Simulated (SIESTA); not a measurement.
**InAs under changes of volume**

One of the cells (27.489 Å³/atom); the others are scaled copies at fixed shape and fractional positions:

```
In As
1.0
     0.00000    3.01800    3.01800
     3.01800    0.00000    3.01800
     3.01800    3.01800    0.00000
In As
1 1
Direct
  0.00000 0.00000 0.00000
  0.75000 0.75000 0.75000
```

| Property | Result |
| --- | --- |
| Program | SIESTA 5.4.2 |
| Functional | RGE2 |
| Potentials or basis | PseudoDojo 0.4 standard (PBE files) |
| Basis | DZP (energy shift 0.002 Ry; radii capped at 9.5 bohr) |
| Grid cutoff | 500 Ry |
| Energy shift | 0.002 Ry |
| k mesh | 8 × 8 × 8 |
| Occupations | fermi-dirac, width 0.05 eV |
| Spin | no spin polarisation |

```tsv
volume (Å³/atom)	energy over the lowest point (meV/atom)	pressure (GPa)
25.840	78.69	8.6
26.389	52.46	6.7
26.939	32.49	5.0
27.489	17.84	3.6
28.039	7.69	2.3
28.588	?	?
29.138	0.00	0.0
```

Task: What does the run at 28.588 Å³/atom give?

Result: Energy over the lowest point 1.90 meV/atom; pressure 1.1 GPa.

Worked out: A Birch-Murnaghan fit of order 3 (a polynomial in V^(-2/3)) to the other rows has its minimum at 29.19 Å³/atom, just outside them, with B0 = V·E''(V) = 50 GPa and B' = 5.5. It gives 2.03 meV/atom at 28.588 Å³/atom, against the run's 1.90, and -dE/dV = 1.1 GPa, against 1.1.

Energies are extrapolated to zero smearing.

Caveats: semicore shells carry a single zeta, which can move pressures by several GPa and volumes by a few percent; the potentials were made for another functional, which shifts forces and pressure; the basis of atomic orbitals isn't converged, which shifts pressures, moduli and gaps.
